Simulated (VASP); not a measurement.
# CdSe (P6_3mc) in VASP: Born charges and dielectric tensor with LDA

Aim: the Born charges and dielectric tensor of CdSe with LDA.

Everything below comes from runs of VASP 6.6.1. Logs are shortened: lines on timing, memory, paths and dates and some standing lists are left out, and cuts for length are marked.

**1. The crystal as given**

The structure is hexagonal, space group P6_3mc (No. 186). Conventional cell: a = 4.259 Å, b = 4.259 Å, c = 6.956 Å, α = 90.00°, β = 90.00°, γ = 120.00°. Around Cd (site symmetry 3m) lie 4 Se at 2.61 Å. Se (site symmetry 3m) has 4 Cd at 2.61 Å as nearest neighbours.

The cell is a database's computed one.

**2. Born charges and dielectric tensor, LDA**

Input file INCAR:

```
  PREC = Accurate
  ENCUT = 600
  EDIFF = 1E-8
  ISMEAR = 0
  SIGMA = 0.02
  LREAL = False
  LASPH = True
  NELM = 60
  ALGO = Normal
  ISIF = 2
  LWAVE = False
  LCHARG = False
  GGA = CA
  LEPSILON = True
  IBRION = 8
  NSW = 1
```

Input file KPOINTS:

```
Automatic mesh
0
Gamma
  6 6 2
```

Input file POSCAR:

```
CdSe
1.0
    4.2589500000      0.0000000000      0.0000000000
   -2.1294800000      3.6883600000      0.0000000000
    0.0000000000      0.0000000000      6.9561800000
Cd Se
2 2
Direct
    0.6666700000      0.3333300000      0.5001800000
    0.3333300000      0.6666700000      0.0001800000
    0.6666700000      0.3333300000      0.8756800000
    0.3333300000      0.6666700000      0.3756800000
```

Potentials or basis: VASP PAW LDA potentials, release 64 (Cd, Se).

Command:

```console
$ cat potpaw_LDA.64/Cd/POTCAR potpaw_LDA.64/Se/POTCAR > POTCAR
$ mpirun -np 1 vasp_std > vasp.out
```

OUTCAR:

```text
PREC = Accurate
   ENCUT = 600
   EDIFF = 1E-8
   ISMEAR = 0
   LREAL = False
   LASPH = True
   NELM = 60
   ISIF = 2
   GGA = CA
   LEPSILON = True
   IBRION = 8
   NSW = 1

 ion  position               nearest neighbor table
   1  0.667  0.333  0.500-   4 2.61   4 2.61   4 2.61   3 2.61
   2  0.333  0.667  0.000-   3 2.61   3 2.61   3 2.61   4 2.61
   3  0.667  0.333  0.876-   2 2.61   2 2.61   2 2.61   1 2.61
   4  0.333  0.667  0.376-   1 2.61   1 2.61   1 2.61   2 2.61

  LATTYP: Found a hexagonal cell.
 ALAT       =     4.2589500000
 C/A-ratio  =     1.6333086794

  Lattice vectors:

 A1 = (   4.2589500000,   0.0000000000,   0.0000000000)
 A2 = (  -2.1294800000,   3.6883600000,   0.0000000000)
 A3 = (   0.0000000000,   0.0000000000,   6.9561800000)

Analysis of symmetry for initial positions (statically):
=====================================================================
 Subroutine PRICEL returns:
 Original cell was already a primitive cell.

 Routine SETGRP: Setting up the symmetry group for a
 hexagonal supercell.

 Subroutine GETGRP returns: Found  4 space group operations
 (whereof  2 operations were pure point group operations)
 out of a pool of 24 trial point group operations.

The static configuration has the point symmetry C_1h.
 The point group associated with its full space group is C_2v.

Analysis of symmetry for dynamics (positions and initial velocities):
=====================================================================
 Subroutine PRICEL returns:
 Original cell was already a primitive cell.

 Routine SETGRP: Setting up the symmetry group for a
 hexagonal supercell.

 Subroutine GETGRP returns: Found  4 space group operations
 (whereof  2 operations were pure point group operations)
 out of a pool of 24 trial point group operations.

The dynamic configuration has the point symmetry C_1h.
 The point group associated with its full space group is C_2v.

 Subroutine INISYM returns: Found  4 space group operations
 (whereof  2 operations are pure point group operations),
 and found     1 'primitive' translations

----------------------------------------------------------------------------------------

                                     Primitive cell

  volume of cell :     109.2714

  direct lattice vectors                    reciprocal lattice vectors
     4.258950000  0.000000000  0.000000000     0.234799657  0.135561923  0.000000000
    -2.129480000  3.688360000  0.000000000     0.000000000  0.271123209  0.000000000
     0.000000000  0.000000000  6.956180000     0.000000000  0.000000000  0.143757062

  length of vectors
     4.258950000  4.258953458  6.956180000     0.271123429  0.271123209  0.143757062

  position of ions in fractional coordinates (direct lattice)
     0.666670000  0.333330000  0.500180000
     0.333330000  0.666670000  0.000180000
     0.666670000  0.333330000  0.875680000
     0.333330000  0.666670000  0.375680000

[... 795 lines left out ...]
     0.48589  0.00002  0.00000
     0.00002  0.48591  0.00000
     0.00000  0.00000 -1.06976

[... ionic steps 4 to 9 ...]

--------------------------------------- Ionic step       10  -------------------------------------------

------------------------ aborting loop because EDIFF is reached ----------------------------------------

[... ionic steps 11 to 11 ...]

--------------------------------------- Ionic step       12  -------------------------------------------

 Free energy of the ion-electron system (eV)
  ---------------------------------------------------
  ---------------------------------------------------
  free energy    TOTEN  =        -0.09813753 eV

  energy without entropy =       -0.09813753

------------------------ aborting loop because EDIFF is reached ----------------------------------------

 INTERNAL STRAIN TENSOR  FOR ION    3  DIRECTION 3   (eV/Angst):
 -----------------------------------------------------------------------------
     4.06664  0.03789 -0.08741
     0.03789  4.11040  0.05046
     0.07489 -0.04324 -7.84319

 MACROSCOPIC STATIC DIELECTRIC TENSOR (including local field effects in DFT)
 ------------------------------------------------------
          37.143306    -0.000032     0.000000
          -0.000032    37.143349     0.000000
           0.000000     0.000000    31.192653
 ------------------------------------------------------

 PIEZOELECTRIC TENSOR (including local field effects)  for field in x, y, z        (e  Angst)
          XX          YY          ZZ          XY          YZ          ZX
  --------------------------------------------------------------------------------
  x     0.00000    -0.00000     0.00000     0.00000    -0.00071     4.18146
  y     0.00000     0.00000     0.00000     0.00000     4.18065    -0.00071
  z     3.31387     3.31401    -7.29593     0.00012     0.00000     0.00000

 PIEZOELECTRIC TENSOR (including local field effects)  for field in x, y, z        (C/m^2)
          XX          YY          ZZ          XY          YZ          ZX
  --------------------------------------------------------------------------------
  x     0.00000    -0.00000     0.00000     0.00000    -0.00010     0.61310
  y     0.00000     0.00000     0.00000     0.00000     0.61298    -0.00010
  z     0.48589     0.48591    -1.06976     0.00002     0.00000     0.00000

 BORN EFFECTIVE CHARGES (including local field effects) (in |e|, cummulative output)
 ---------------------------------------------------------------------------------
 ion    1
    1     2.64344    -0.00003    -0.00000
    2    -0.00003     2.64341     0.00000
    3     0.00002    -0.00001     2.77622
 ion    2
    1     2.64344    -0.00003     0.00000
    2    -0.00003     2.64341    -0.00000
    3    -0.00002     0.00001     2.77622
 ion    3
    1    -2.64344     0.00003    -0.00003
    2     0.00003    -2.64341     0.00002
    3    -0.00002     0.00001    -2.77622
 ion    4
    1    -2.64344     0.00003     0.00003
    2     0.00003    -2.64341    -0.00002
    3     0.00002    -0.00001    -2.77622

 INTERNAL STRAIN TENSOR FOR ION    4 for displacements in x,y,z  (eV/Angst):
          X           Y           Z          XY          YZ          ZX
  --------------------------------------------------------------------------------
  x    -0.00906     0.00849     0.00212    -6.64834     0.02589     4.17540
  y    -6.85887     6.85922    -0.00123     0.33855     3.88757    -0.02580
  z     4.06664     4.11040    -7.84319     0.03789     0.04324     0.08741

 SECOND DERIVATIVES (NOT SYMMETRIZED)
 ------------------------------------
               1X          1Y          1Z          2X          2Y          2Z          3X          3Y          3Z          4X          4Y          4Z
  1X    -5.293014   -0.000743   -0.000471   -0.159152   -0.000409    0.000841    0.088550    0.000365   -0.001942    5.363616    0.000787    0.001571
  1Y    -0.000743   -5.293883    0.000272   -0.000409   -0.159624   -0.000486    0.000365    0.088972    0.001121    0.000787    5.364536   -0.000907
  1Z     0.002459   -0.001420   -6.537677    0.000167   -0.000097    1.349521   -0.004257    0.002458    3.944596    0.001631   -0.000942    1.243559
  2X    -0.159152   -0.000409   -0.000841   -5.293014   -0.000743    0.000471    5.363616    0.000787   -0.001571    0.088550    0.000365    0.001942
  2Y    -0.000409   -0.159624    0.000486   -0.000743   -5.293883   -0.000272    0.000787    5.364536    0.000907    0.000365    0.088972   -0.001121
  2Z    -0.000167    0.000097    1.349521   -0.002459    0.001420   -6.537677   -0.001631    0.000942    1.243559    0.004257   -0.002458    3.944596
  3X     0.093927    0.001123    0.000768    5.365879    0.001032   -0.000562   -5.864694   -0.003629    0.001691    0.404888    0.001474   -0.001897
  3Y     0.001123    0.095224   -0.000443    0.001032    5.367082    0.000325   -0.003629   -5.868897   -0.000976    0.001474    0.406592    0.001095
  3Z     0.001542   -0.000890    3.921176    0.002111   -0.001219    1.223878   -0.002930    0.001691   -7.459683   -0.000723    0.000417    2.314629
  4X     5.365879    0.001032    0.000562    0.093927    0.001123   -0.000768    0.404888    0.001474    0.001897   -5.864694   -0.003629   -0.001691
  4Y     0.001032    5.367082   -0.000325    0.001123    0.095224    0.000443    0.001474    0.406592   -0.001095   -0.003629   -5.868897    0.000976
  4Z    -0.002111    0.001219    1.223878   -0.001542    0.000890    3.921176    0.000723   -0.000417    2.314629    0.002930   -0.001691   -7.459683

 Eigenvectors and eigenvalues of the dynamical matrix
 ----------------------------------------------------

   1 f  =    5.769834 THz    36.252935 2PiTHz  192.460937 cm-1    23.862104 meV
             X         Y         Z           dx          dy          dz
      2.129495  1.229441  3.479342     0.000069   -0.000040   -0.281380
     -0.000025  2.458919  0.001252     0.000069   -0.000040    0.281380
      2.129495  1.229441  6.091388    -0.000084    0.000049    0.648711
     -0.000025  2.458919  2.613298    -0.000084    0.000049   -0.648711
[... 71 lines left out ...]
  12 f/i=    0.012797 THz     0.080407 2PiTHz    0.426866 cm-1     0.052925 meV
             X         Y         Z           dx          dy          dz
      2.129495  1.229441  3.479342    -0.003318    0.001916   -0.540993
     -0.000025  2.458919  0.001252     0.003318   -0.001916   -0.540993
      2.129495  1.229441  6.091388     0.002633   -0.001520   -0.455305
     -0.000025  2.458919  2.613298    -0.002633    0.001520   -0.455305

--------------------------------------------------------------------------------------------------------

 MACROSCOPIC STATIC DIELECTRIC TENSOR IONIC CONTRIBUTION
 ------------------------------------------------------
           4.241851    -0.001384     0.000000
          -0.001384     4.240262    -0.000000
           0.000000    -0.000000     4.940712
 ------------------------------------------------------

 ELASTIC MODULI CONTR FROM IONIC RELAXATION (kBar)
 Direction    XX          YY          ZZ          XY          YZ          ZX
 --------------------------------------------------------------------------------
 XX        -314.8287    125.3609    182.0080     11.9848     -0.0000      0.0000
 YY         125.3609   -314.7700    182.0202    -11.9329      0.0000     -0.0000
 ZZ         182.0080    182.0202   -349.7628      0.0102     -0.0000      0.0000
 XY          11.9848    -11.9329      0.0102   -213.9745      0.0000     -0.0000
 YZ           0.0000      0.0000     -0.0000      0.0000    -85.8847      0.0938
 ZX           0.0000     -0.0000      0.0000      0.0000      0.0938    -90.7160
 --------------------------------------------------------------------------------

 PIEZOELECTRIC TENSOR IONIC CONTR  for field in x, y, z        (C/m^2)
          XX          YY          ZZ          XY          YZ          ZX
  --------------------------------------------------------------------------------
  x     0.00000    -0.00000     0.00000    -0.00000    -0.00107    -0.58359
  y     0.00000     0.00000    -0.00000     0.00000    -0.56782     0.00199
  z    -0.64383    -0.64358     1.23695     0.00022     0.00000    -0.00000
```

It took 13 min on 1 thread of Intel Xeon Platinum 8559C (Emerald Rapids), shared host; peak memory 0.6 GiB.

What came out:

- Band gap on the k mesh: 0.48 eV, direct
- Electronic dielectric tensor (diagonal): 37.14, 37.14, 31.19
- Born charges (mean of the diagonal): Cd +2.69; Se -2.69 e
- Highest phonon frequency at Γ, LO-TO splitting left out: 192 cm⁻¹

Levels at points of the mesh, in eV from the valence-band top:
```
           k point  band 14  band 15  band 16  band 17  band 18  band 19  band 20  band 21  band 22
(0.00, 0.00, 0.00)    -0.82    -0.82    -0.06     0.00     0.00     0.48     2.04     5.72     5.72
(0.50, 0.00, 0.00)    -3.86    -2.86    -1.99    -1.46    -0.82     3.10     3.15     4.59     6.08
(0.50, 0.50, 0.00)    -3.86    -2.86    -1.99    -1.46    -0.82     3.10     3.15     4.59     6.08
(0.00, 0.00, 0.50)    -2.82    -0.43    -0.43    -0.43    -0.43     2.23     2.23     5.72     5.72
(0.50, 0.00, 0.50)    -4.46    -1.47    -1.47    -1.45    -1.45     2.75     2.75     4.71     4.71
(0.50, 0.50, 0.50)    -4.46    -1.47    -1.47    -1.45    -1.45     2.75     2.75     4.71     4.71
```

Phonon frequencies in cm⁻¹ (negative: imaginary):
```
              q point                              frequencies
(0.000, 0.000, 0.000)  0 0 0 33 33 125 174 179 179 181 181 192
```

Electronic dielectric tensor:
```
37.14  0.00  0.00
 0.00 37.14  0.00
 0.00  0.00 31.19
```

Born effective charge tensors (e):
atom 1, Cd
```
2.64 0.00 0.00
0.00 2.64 0.00
0.00 0.00 2.78
```
atom 2, Cd
```
2.64 0.00 0.00
0.00 2.64 0.00
0.00 0.00 2.78
```
atom 3, Se
```
-2.64  0.00  0.00
 0.00 -2.64  0.00
 0.00  0.00 -2.78
```
atom 4, Se
```
-2.64  0.00  0.00
 0.00 -2.64  0.00
 0.00  0.00 -2.78
```

Caveat: the k mesh is coarse (spacing up to 0.45 Å⁻¹), so the values aren't converged; the gap is small at this level, which inflates the dielectric constant.
